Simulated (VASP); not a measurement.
## Os: relaxation of cell and atoms with LDA

The system is Os.

```
Os
1.0
     2.73410    0.00000    0.00000
    -1.36705    2.36780    0.00000
     0.00000    0.00000    4.31970
Os
2
Direct
  0.33333 0.66667 0.25000
  0.66667 0.33333 0.75000
```

| Property | Result |
| --- | --- |
| Program | VASP 6.6.1 |
| Task | relaxation of cell and atoms |
| Functional | LDA |
| Potentials or basis | VASP PAW LDA potentials, release 64 (Os) |
| Cutoff | 600 eV |
| k mesh | 15 × 15 × 9 |
| Occupations | methfessel-paxton, width 0.1 eV |
| Spin | no spin polarisation |
| Further INCAR settings | ALGO = Normal; EDIFF = 1e-06; IBRION = 2; EDIFFG = -0.01; NSW = 90; ISIF = 3 |

```yaml
Relaxed_volume: 13.74 Å³/atom
Relaxed_cell: a = 2.718 Å, b = 2.718 Å, c = 4.295 Å, α = 90.00°, β = 90.00°, γ = 120.00°
Space_group_after_relaxing_to_0.05_Å: P6_3/mmc (No. 194)
Energy_gained_by_relaxing: 6.2 meV/atom
Ionic_steps: 7
Pressure_after_relaxing: -0.1 GPa
Band_gap_on_the_k_mesh: none (metal or under the smearing width)
```

Step by step:
```csv
step,energy change (eV),largest force (eV/Å),pressure (GPa),volume (Å³)
1,0.0000,0.0000,-7.84,27.96
2,0.2778,0.0000,46.09,25.28
3,-0.0124,0.0000,-0.34,27.49
4,-0.0124,0.0000,-0.05,27.47
5,-0.0124,0.0000,0.12,27.46
6,-0.0123,0.0000,-0.47,27.49
7,-0.0124,0.0000,-0.07,27.47
```

Final structure:
```cif
data_structure
_symmetry_space_group_name_H-M 'P 1'
_symmetry_Int_Tables_number 1
_cell_length_a 2.7176
_cell_length_b 2.7176
_cell_length_c 4.2950
_cell_angle_alpha 90.000
_cell_angle_beta 90.000
_cell_angle_gamma 120.000
_cell_volume 27.47
loop_
_atom_site_label
_atom_site_type_symbol
_atom_site_fract_x
_atom_site_fract_y
_atom_site_fract_z
_atom_site_occupancy
Os1 Os 0.33333 0.66667 0.25000 1
Os2 Os 0.66667 0.33333 0.75000 1
```

Levels at points of the mesh, in eV from the Fermi level:
```csv
k point,band 5,band 6,band 7,band 8,band 9,band 10,band 11,band 12
"(0.00, 0.00, 0.00)",-2.89,-2.28,-2.28,-1.60,-1.60,0.15,1.73,1.73
```

Run time: 52 s on 1 thread of Intel(R) Xeon(R) 6975P-C (Granite Rapids), on a shared host, peak memory 0.19 GiB.

Spin-orbit coupling is left out, which matters for the levels of Os. Zero-point motion and thermal expansion aren't in these numbers.
